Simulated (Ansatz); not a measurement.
# SiO2 under changes of volume

One of the cells (8.044 Å³/atom); the others are scaled copies at fixed shape and fractional positions:

```
Si O
1.0
     4.23317    0.00000    0.00000
     0.00000    4.23317    0.00000
     0.00000    0.00000    2.69349
Si O
2 4
Direct
  0.00000 0.00000 0.00000
  0.50000 0.50000 0.50000
  0.80684 0.19316 0.50000
  0.30684 0.30684 0.00000
  0.19316 0.80684 0.50000
  0.69316 0.69316 0.00000
```

The cell comes from a database or a generator and needn't be the stable form of this composition.

* Program: Ansatz 0.2.0
* Functional: PBEsol
* Potentials or basis: all-electron LAPW, scalar-relativistic
* Cutoff: 449 eV (chosen from the basis error)
* Basis error allowed: 0.001 eV/atom
* k mesh: 6 × 6 × 10
* Occupations: fermi-dirac, width 0.05 eV
* Spin: no spin polarisation

| volume (Å³/atom) | energy over the lowest point (meV/atom) | pressure (GPa) | gap on the mesh (eV) | largest force (eV/Å) |
| --- | --- | --- | --- | --- |
| 7.562 | 12.60 | 13.6 | 6.09 | 0.406 |
| 7.723 | 2.73 | 6.2 | 5.71 | 0.245 |
| 7.884 | 0.00 | -0.6 | 5.35 | 0.095 |
| 8.044 | 3.70 | -6.7 | 5.00 | 0.045 |
| 8.205 | 13.17 | -12.1 | 4.66 | 0.176 |
| 8.366 | 27.84 | -17.0 | 4.34 | 0.298 |
| 8.527 | ? | ? | ? | ? |

Q: What does the run at 8.527 Å³/atom give?

A: Energy over the lowest point 47.18 meV/atom; pressure -21.4 GPa; gap on the mesh 4.03 eV; largest force 0.412 eV/Å.

Worked out: A Birch-Murnaghan fit of order 3 (a polynomial in V^(-2/3)) to the other rows has its minimum at 7.87 Å³/atom with B0 = V·E''(V) = 316 GPa and B' = 4.3 at fixed shape and positions, which overstates the stiffness. It gives 47.18 meV/atom at 8.527 Å³/atom, against the run's 47.18, and -dE/dV = -21.4 GPa, against -21.4. A straight line through the other rows of the gap, of slope -17.3 eV per unit of ln V (its deformation potential), extrapolates to 4.00 eV, against the run's 4.03.

Energies are extrapolated to zero smearing.

A mesh can miss the band edges.
